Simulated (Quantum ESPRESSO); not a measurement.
# Ti (P6_3/mmc) in Quantum ESPRESSO: a series of runs

One crystal, Ti, is run at these levels: LDA; tasks: phonons.

Everything below comes from runs of Quantum ESPRESSO 7.5. Logs are shortened: lines on timing, memory, paths and dates and some standing lists are left out, and cuts for length are marked.

## (1) Starting point

The structure is hexagonal, space group P6_3/mmc (No. 194). Conventional cell: a = 2.950 Å, b = 2.950 Å, c = 4.680 Å, α = 90.00°, β = 90.00°, γ = 120.00°. Ti (site symmetry -6m2) is surrounded by 12 Ti at 2.89 to 2.95 Å.

## (2) Phonons, LDA, target pressure 8 GPa, at which the enthalpy is minimised

Contents of pw.in:

```
&CONTROL
  calculation = 'scf'
  prefix = 'pwscf'
  outdir = './tmp'
  pseudo_dir = './pseudo'
  tprnfor = .true.
  tstress = .true.
  disk_io = 'low'
/
&SYSTEM
  ibrav = 0
  celldm(1) = 8
  nat = 2
  ntyp = 1
  ecutwfc = 45
  ecutrho = 360
  nbnd = 19
  occupations = 'smearing'
  smearing = 'mv'
  degauss = 0.01469973
/
&ELECTRONS
  conv_thr = 4d-10
  electron_maxstep = 120
  mixing_beta = 0.5
/
ATOMIC_SPECIES
Ti    47.8670 ti_lda_v1.4.uspp.F.UPF
CELL_PARAMETERS alat
  0.6968365084558   0.0000000000000   0.0000000000000
 -0.3484182542279   0.6034781186156   0.0000000000000
  0.0000000000000   0.0000000000000   1.1054897829061
ATOMIC_POSITIONS crystal
Ti     0.6666666667    0.3333333333    0.7500000000
Ti     0.3333333333    0.6666666667    0.2500000000
K_POINTS automatic
10 10 6 0 0 0
```

Contents of relax.in:

```
&CONTROL
  calculation = 'vc-relax'
  prefix = 'pwscf'
  outdir = './tmp'
  pseudo_dir = './pseudo'
  tprnfor = .true.
  tstress = .true.
  disk_io = 'low'
  nstep = 40
  forc_conv_thr = 0.0001
  etot_conv_thr = 1d-06
/
&SYSTEM
  ibrav = 0
  celldm(1) = 8
  nat = 2
  ntyp = 1
  ecutwfc = 45
  ecutrho = 360
  nbnd = 19
  occupations = 'smearing'
  smearing = 'mv'
  degauss = 0.01469973
/
&ELECTRONS
  conv_thr = 4d-10
  electron_maxstep = 120
  mixing_beta = 0.5
/
&IONS
  ion_dynamics = 'bfgs'
/
&CELL
  cell_dynamics = 'bfgs'
  press = 80
  press_conv_thr = 0.2
/
ATOMIC_SPECIES
Ti    47.8670 ti_lda_v1.4.uspp.F.UPF
CELL_PARAMETERS alat
  0.6968365084558   0.0000000000000   0.0000000000000
 -0.3484182542279   0.6034781186156   0.0000000000000
  0.0000000000000   0.0000000000000   1.1054897829061
ATOMIC_POSITIONS crystal
Ti     0.6666666667    0.3333333333    0.7500000000
Ti     0.3333333333    0.6666666667    0.2500000000
K_POINTS automatic
10 10 6 0 0 0
```

Contents of scf2.in:

```
&CONTROL
  calculation = 'scf'
  prefix = 'pwscf'
  outdir = './tmp'
  pseudo_dir = './pseudo'
  tprnfor = .true.
  tstress = .true.
  disk_io = 'low'
/
&SYSTEM
  ibrav = 0
  celldm(1) = 8
  nat = 2
  ntyp = 1
  ecutwfc = 45
  ecutrho = 360
  nbnd = 19
  occupations = 'smearing'
  smearing = 'mv'
  degauss = 0.01469973
/
&ELECTRONS
  conv_thr = 1d-13
  electron_maxstep = 120
  mixing_beta = 0.5
  startingpot = 'file'
  startingwfc = 'file'
/
ATOMIC_SPECIES
Ti    47.8670 ti_lda_v1.4.uspp.F.UPF
CELL_PARAMETERS alat
  0.6635681229166  -0.0000000000000   0.0000000000000
 -0.3317840614583   0.5746668515873   0.0000000000000
  0.0000000000000   0.0000000000000   1.0511921928540
ATOMIC_POSITIONS crystal
Ti     0.6666666666    0.3333333332    0.7500000000
Ti     0.3333333332    0.6666666666    0.2500000000
K_POINTS automatic
10 10 6 0 0 0
```

Contents of ph.in:

```
phonons of Ti
&INPUTPH
  prefix = 'pwscf'
  outdir = './tmp'
  tr2_ph = 1d-18
  fildyn = 'dyn'
  niter_ph = 90
  alpha_mix(1) = 0.4
/
0.0000000000 0.0000000000 0.0000000000
```

Contents of dynmat.in:

```
&INPUT
  fildyn = 'dyn'
  asr = 'crystal'
  filout = 'dynmat.disp'
  fileig = 'dynmat.eig'
/
```

Potentials or basis: GBRV 1.5 LDA.

Run with:

```console
> OMP_NUM_THREADS=1 mpirun -n 4 pw.x -nk 4 -in pw.in > pw.out
> OMP_NUM_THREADS=1 mpirun -n 4 pw.x -nk 4 -in relax.in > relax.out
> OMP_NUM_THREADS=1 mpirun -n 4 pw.x -nk 4 -in scf2.in > scf2.out
> OMP_NUM_THREADS=1 mpirun -n 4 ph.x -nk 4 -in ph.in > ph.out
> OMP_NUM_THREADS=1 mpirun -n 1 dynmat.x -in dynmat.in > dynmat.out
```

pw.out:

```text
This program is part of the open-source Quantum ESPRESSO suite
     for quantum simulation of materials; please cite
[... 6 lines left out ...]
     using ibrav=0 with symmetry is DISCOURAGED, use correct ibrav instead

     K-points division:     npool     =       4
     Subspace diagonalization in iterative solution of the eigenvalue problem:
     a serial algorithm will be used

     G-vector sticks info
     --------------------
     sticks:   dense  smooth     PW     G-vecs:    dense   smooth      PW
     Sum         769     379    121                27449     9715    1713

     Using Slab Decomposition

     bravais-lattice index     =            0
     lattice parameter (alat)  =       8.0000  a.u.
     unit-cell volume          =     238.0220 (a.u.)^3
     number of atoms/cell      =            2
     number of atomic types    =            1
     number of electrons       =        24.00
     number of Kohn-Sham states=           19
     kinetic-energy cutoff     =      45.0000  Ry
     charge density cutoff     =     360.0000  Ry
     scf convergence threshold =      4.0E-10
     mixing beta               =       0.5000
     number of iterations used =            8  plain     mixing
     Exchange-correlation=  SLA  PZ   NOGX NOGC
                           (   1   1   0   0   0   0   0)

     celldm(1)=   8.000000  celldm(2)=   0.000000  celldm(3)=   0.000000
     celldm(4)=   0.000000  celldm(5)=   0.000000  celldm(6)=   0.000000

     crystal axes: (cart. coord. in units of alat)
               a(1) = (   0.696837   0.000000   0.000000 )
               a(2) = (  -0.348418   0.603478   0.000000 )
               a(3) = (   0.000000   0.000000   1.105490 )

     reciprocal axes: (cart. coord. in units 2 pi/alat)
               b(1) = (  1.435057  0.828530 -0.000000 )
               b(2) = (  0.000000  1.657061  0.000000 )
               b(3) = (  0.000000 -0.000000  0.904576 )

     PseudoPot. # 1 for Ti read from file:
     ti_lda_v1.4.uspp.F.UPF
     Pseudo is Ultrasoft + core correction, Zval = 12.0
     Generated by new atomic code, or converted to UPF format
     Using radial grid of  851 points,  6 beta functions with:
                l(1) =   0
                l(2) =   0
                l(3) =   1
                l(4) =   1
                l(5) =   2
                l(6) =   2
     Q(r) pseudized with  6 coefficients,  rinner =    1.000   1.000   1.000
                                                       1.000   1.000

     atomic species   valence    mass     pseudopotential
     Ti               12.00    47.86700     Ti( 1.00)

     24 Sym. Ops., with inversion, found (12 have fractional translation)

   Cartesian axes

     site n.     atom                  positions (alat units)
         1        Ti     tau(   1) = (   0.3484183   0.2011594   0.8291173  )
         2        Ti     tau(   2) = (  -0.0000000   0.4023187   0.2763724  )

     number of k points=    56  Marzari-Vanderbilt smearing, width (Ry)=  0.0147
                       cart. coord. in units 2pi/alat
        k(    1) = (   0.0000000   0.0000000   0.0000000), wk =   0.0033333
        k(    2) = (   0.0000000   0.0000000   0.1507627), wk =   0.0066667
        k(    3) = (   0.0000000   0.0000000   0.3015255), wk =   0.0066667
        k(    4) = (   0.0000000   0.0000000  -0.4522882), wk =   0.0033333
        k(    5) = (   0.0000000   0.1657061   0.0000000), wk =   0.0200000
        k(    6) = (   0.0000000   0.1657061   0.1507627), wk =   0.0400000
[... 48 lines left out ...]
        k(   55) = (   0.4305171   0.7456774   0.3015255), wk =   0.0400000
        k(   56) = (   0.4305171   0.7456774  -0.4522882), wk =   0.0200000

     Dense  grid:    27449 G-vectors     FFT dimensions: (  36,  36,  54)

     Smooth grid:     9715 G-vectors     FFT dimensions: (  24,  24,  40)

     Check: negative core charge=   -0.000016

     Initial potential from superposition of free atoms

     starting charge      21.9999, renormalised to      24.0000

     negative rho (up, down):  1.730E-03 0.000E+00
     Starting wfcs are   20 randomized atomic wfcs

     Self-consistent Calculation

     iteration #  1     ecut=    45.00 Ry     beta= 0.50
     Davidson diagonalization with overlap
     ethr =  1.00E-02,  avg # of iterations =  3.6

     negative rho (up, down):  1.895E-03 0.000E+00

     total energy              =    -238.15596417 Ry
     estimated scf accuracy    <       1.26093312 Ry

     iteration #  2     ecut=    45.00 Ry     beta= 0.50
     Davidson diagonalization with overlap
     ethr =  5.25E-03,  avg # of iterations =  2.6
[... 87 lines left out ...]
     iteration # 12     ecut=    45.00 Ry     beta= 0.50
     Davidson diagonalization with overlap
     ethr =  1.76E-11,  avg # of iterations =  3.3

     negative rho (up, down):  9.710E-04 0.000E+00

     End of self-consistent calculation

          k = 0.0000 0.0000 0.0000 (  1201 PWs)   bands (ev):

   -43.4120 -43.2765 -20.3114 -19.6768 -19.6768 -19.6144 -19.5778 -19.5778
     6.7535  10.2042  13.5925  13.5925  13.6589  13.6998  14.0788  14.0788
    14.4185  14.4185  15.9314

          k = 0.0000 0.0000 0.1508 (  1195 PWs)   bands (ev):

   -43.4030 -43.2857 -20.2664 -19.6702 -19.6702 -19.6629 -19.5844 -19.5844
     6.9838  10.0777  13.2937  13.4984  13.4984  13.5763  13.9596  13.9596
    14.6588  14.6588  15.9384
[... 103 lines left out ...]
          k = 0.0000 0.6628-0.4523 (  1202 PWs)   bands (ev):

   -43.2797 -43.2797 -20.1733 -20.1733 -19.7708 -19.7708 -19.7240 -19.7240
    10.3107  10.3107  12.0986  12.0986  13.8201  13.8201  14.5109  14.5109
    16.0676  16.0676  16.4068

          k = 0.0000-0.8285 0.0000 (  1216 PWs)   bands (ev):

   -43.2948 -43.2508 -20.1449 -20.0243 -20.0100 -19.8178 -19.7860 -19.6493
    10.5454  10.7305  11.0330  12.2794  13.2954  13.4452  13.9893  16.1335
    16.3403  16.3611  17.1602

          k = 0.0000-0.8285 0.1508 (  1212 PWs)   bands (ev):

   -43.2919 -43.2537 -20.1865 -20.0691 -19.9445 -19.8067 -19.7635 -19.6607
    10.3141  10.7533  11.4821  11.9660  13.4432  13.8723  13.9011  15.9784
    16.2098  16.3490  16.8711

          k = 0.0000-0.8285 0.3015 (  1212 PWs)   bands (ev):

   -43.2838 -43.2618 -20.2217 -20.1494 -19.8448 -19.7761 -19.7447 -19.6919
    10.2022  10.6332  11.8085  12.0430  13.7637  13.8710  14.4657  15.3027
    16.2234  16.3153  16.3452

          k = 0.0000-0.8285-0.4523 (  1224 PWs)   bands (ev):

   -43.2728 -43.2728 -20.2085 -20.2085 -19.7711 -19.7711 -19.7341 -19.7341
    10.3468  10.3468  12.0433  12.0433  14.1942  14.1942  14.5267  14.5267
    16.2689  16.2689  16.5851

          k = 0.1435 0.2486 0.0000 (  1200 PWs)   bands (ev):

   -43.3843 -43.2661 -20.2492 -19.7895 -19.7475 -19.6775 -19.6420 -19.6026
     7.5584  10.7963  12.5566  12.7637  13.7274  13.8823  14.1856  14.2389
    14.2393  14.6402  16.0889
[... 181 lines left out ...]
          k = 0.4305 0.7457-0.4523 (  1228 PWs)   bands (ev):

   -43.2651 -43.2651 -20.1332 -20.1332 -19.9282 -19.9282 -19.7081 -19.7081
    11.3511  11.3511  12.0551  12.0551  12.6446  12.6446  14.4509  14.4509
    16.0028  16.0028  18.9655

     the Fermi energy is    12.8464 ev

!    total energy              =    -238.47207238 Ry
     estimated scf accuracy    <          1.1E-10 Ry
     smearing contrib. (-TS)   =      -0.00070790 Ry
     internal energy E=F+TS    =    -238.47136448 Ry

     The total energy is F=E-TS. E is the sum of the following terms:
     one-electron contribution =     -82.61143823 Ry
     hartree contribution      =      48.87864451 Ry
     xc contribution           =     -35.65649277 Ry
     ewald contribution        =    -169.08207799 Ry

     convergence has been achieved in  12 iterations

     negative rho (up, down):  9.710E-04 0.000E+00

     Forces acting on atoms (cartesian axes, Ry/au):

     atom    1 type  1   force =     0.00000000    0.00000000    0.00000000
     atom    2 type  1   force =    -0.00000000   -0.00000000    0.00000000

     Total force =     0.000000     Total SCF correction =     0.000000

     Computing stress (Cartesian axis) and pressure

     negative rho (up, down):  9.710E-04 0.000E+00
          total   stress  (Ry/bohr**3)                   (kbar)     P=      -97.84
  -0.00065024  -0.00000000   0.00000000          -95.65       -0.00        0.00
  -0.00000000  -0.00065024  -0.00000000           -0.00      -95.65       -0.00
   0.00000000  -0.00000000  -0.00069486            0.00       -0.00     -102.22

=------------------------------------------------------------------------------=
   JOB DONE.
=------------------------------------------------------------------------------=
```

relax.out:

```text
This program is part of the open-source Quantum ESPRESSO suite
     for quantum simulation of materials; please cite
[... 6 lines left out ...]
     using ibrav=0 with symmetry is DISCOURAGED, use correct ibrav instead

     K-points division:     npool     =       4
[... 685 lines left out ...]
   0.00054344  -0.00000000   0.00000000           79.94       -0.00        0.00
  -0.00000000   0.00054344   0.00000000           -0.00       79.94        0.00
   0.00000000  -0.00000000   0.00054442            0.00       -0.00       80.09

=------------------------------------------------------------------------------=
   JOB DONE.
=------------------------------------------------------------------------------=
```

scf2.out:

```text
This program is part of the open-source Quantum ESPRESSO suite
     for quantum simulation of materials; please cite
[... 6 lines left out ...]
     using ibrav=0 with symmetry is DISCOURAGED, use correct ibrav instead

     K-points division:     npool     =       4
[... 522 lines left out ...]
   0.00054347  -0.00000000   0.00000000           79.95       -0.00        0.00
   0.00000000   0.00054347  -0.00000000            0.00       79.95       -0.00
   0.00000000  -0.00000000   0.00054445            0.00       -0.00       80.09

=------------------------------------------------------------------------------=
   JOB DONE.
=------------------------------------------------------------------------------=
```

Wall time 4.8 min (4 MPI ranks of Intel Xeon at 2.50GHz (Skylake/Cascade Lake), shared host); peak memory 0.36 GiB.

What came out:

| Quantity | Value |
| --- | --- |
| Free energy | -3244.6340 eV |
| Relaxed volume | 15.21 Å³/atom |
| Relaxed cell | a = 2.809 Å, b = 2.809 Å, c = 4.450 Å, α = 90.00°, β = 90.00°, γ = 120.00° |
| Space group after relaxing (to 0.05 Å) | P6_3/mmc (No. 194) |
| Pressure after relaxing | 8.0 GPa |
| Band gap on the k mesh | none (metal or under the smearing width) |
| Highest phonon frequency at Γ | 252 cm⁻¹ |

Step by step:
```csv
step,energy change (eV),largest force (eV/Å),pressure (GPa),volume (Å³)
1,0.0000,0.0000,-9.78,35.27
2,-0.0999,0.0000,0.16,32.17
3,-0.0384,0.0000,9.69,30.09
4,-0.0577,0.0000,7.89,30.44
5,-0.0566,0.0000,8.00,30.41
6,-0.0566,0.0000,8.00,30.41
7,-0.0566,0.0000,8.00,30.41
8,-0.0566,0.0000,8.00,30.41
```

Final structure:
```
Ti
1.0
     2.80916    0.00000    0.00000
    -1.40458    2.43280    0.00000
     0.00000    0.00000    4.45014
Ti
2
Direct
  0.66667 0.33333 0.75000
  0.33333 0.66667 0.25000
```

Levels at points of the mesh, in eV from the Fermi level:
| k point | band 9 | band 10 | band 11 | band 12 | band 13 | band 14 | band 15 | band 16 |
| --- | --- | --- | --- | --- | --- | --- | --- | --- |
| (0.00, 0.00, 0.00) | -6.37 | -3.02 | 0.81 | 0.81 | 0.97 | 1.30 | 1.42 | 1.42 |
| (0.00, 0.00, -0.50) | -4.35 | -4.35 | 0.09 | 0.09 | 0.70 | 0.70 | 0.70 | 0.70 |
| (0.00, -0.50, 0.00) | -2.59 | -2.49 | -2.23 | -0.38 | 0.45 | 0.75 | 1.38 | 3.94 |
| (0.00, -0.50, -0.50) | -2.92 | -2.92 | -1.01 | -1.01 | 1.80 | 1.80 | 1.96 | 1.96 |

Phonon frequencies in cm⁻¹ (negative: imaginary):
| q point | frequencies |
| --- | --- |
| (0.000, 0.000, 0.000) | -11 -11 -9 104 104 252 |

Optical modes at Γ, degenerate ones joined:
| cm⁻¹ | components | symmetry | active in |
| --- | --- | --- | --- |
| 104 | 2 | E2g | Raman |
| 252 | 1 | B1g | silent |

Caveat: the mesh is thin for the phonons of a metal; the cell is more than 3 GPa from zero pressure, which shifts response properties.

(Continued in part 2 of 4.)
